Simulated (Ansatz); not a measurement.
# Se (Im-3m): energy and pressure against volume

One table from this session's results is given with a row withheld; the runs are named, their logs left out.

Method: DFT PBE, scalar-relativistic, plane waves, PAW, in Ansatz 0.2.0.

## Starting point

The structure is cubic, space group Im-3m (No. 229). Conventional cell: a = 3.439 Å, b = 3.439 Å, c = 3.439 Å, α = 90.00°, β = 90.00°, γ = 90.00°. Se (site symmetry m-3m) has 8 Se at 2.98 Å as nearest neighbours.

Structure file:

```cif
data_structure
_symmetry_space_group_name_H-M 'Im-3m'
_symmetry_Int_Tables_number 229
_cell_length_a 3.4390
_cell_length_b 3.4390
_cell_length_c 3.4390
_cell_angle_alpha 90.000
_cell_angle_beta 90.000
_cell_angle_gamma 90.000
_cell_volume 40.67
loop_
_atom_site_label
_atom_site_type_symbol
_atom_site_symmetry_multiplicity
_atom_site_Wyckoff_symbol
_atom_site_fract_x
_atom_site_fract_y
_atom_site_fract_z
_atom_site_occupancy
Se1 Se 2 a 0.00000 0.00000 0.00000 1
```

This cell comes from an earlier session at PBE: 20.336 Å³/atom at 0.00 GPa, on a 18×18×18 mesh.

The first run:

File input.yaml:

```yaml
crystal:
  lattice:
    - [-1.6962638626, 1.6962638626, 1.6962638626]
    - [1.6962638626, -1.6962638626, 1.6962638626]
    - [1.6962638626, 1.6962638626, -1.6962638626]
  atoms:
    - { symbol: Se, position: [0.0, 0.0, 0.0] }
basis:
  ecutwfc: 420
  ecutrho_ratio: 4
kpoints:
  mp_grid: { grid: [18, 18, 18] }
hamiltonian:
  xc: pbe
scf:
  occupations: { method: gaussian, width: 0.05 }
output:
  forces: true
  stress: true
  eigenvalues: true
```

The run is started by

```console
$ ansatz run input.yaml --threads 1 --pin off --max-ram 2560MiB --backend cpu --events-out ev --progress --plain --runs-dir out
```

Steps of the session up to this table: Volume × 0.96; Volume × 1.04; Volume × 0.92; Volume × 0.88; Volume × 0.84; Volume × 0.8; Volume × 0.76; Volume × 0.72; Volume × 0.68; Volume × 0.64.

One table of the session follows, with a row left open; its other results are not shown here.

| volume (Å³/atom) | energy above the lowest (meV/atom) | pressure (GPa) |
| --- | --- | --- |
| 13.015 | 1356.7 | 88.0 |
| 13.829 | 965.3 | 66.9 |
| 14.642 | 669.6 | 50.3 |
| 15.455 | 448.9 | 37.1 |
| 16.269 | 287.1 | 27.1 |
| 17.082 | 170.8 | 19.1 |
| 17.896 | 83.5 | 12.5 |
| 18.709 | 33.6 | 7.3 |
| 19.523 | ? | ? |
| 20.336 | 0.0 | 0.0 |
| 21.150 | 6.6 | -2.5 |

Q: Estimate the row for volume (Å³/atom) = 19.523 from the others.

Worked estimate for «energy above the lowest (meV/atom)». A straight line through the neighbours (18.709, 33.6) and (20.336, 0.0) gives 33.6 + (0.0 − 33.6) × (19.523 − 18.709) / (20.336 − 18.709) = 16.8; a parabola fitted to 4 rows on both sides gives 7.4.

As computed: energy above the lowest (meV/atom): 7.6; pressure (GPa): 3.2. In «energy above the lowest (meV/atom)» the line misses by +9.2 and the parabola by -0.2.

To keep in mind: The k mesh is not the same at all volumes. Other structures may be lower in enthalpy at these pressures.
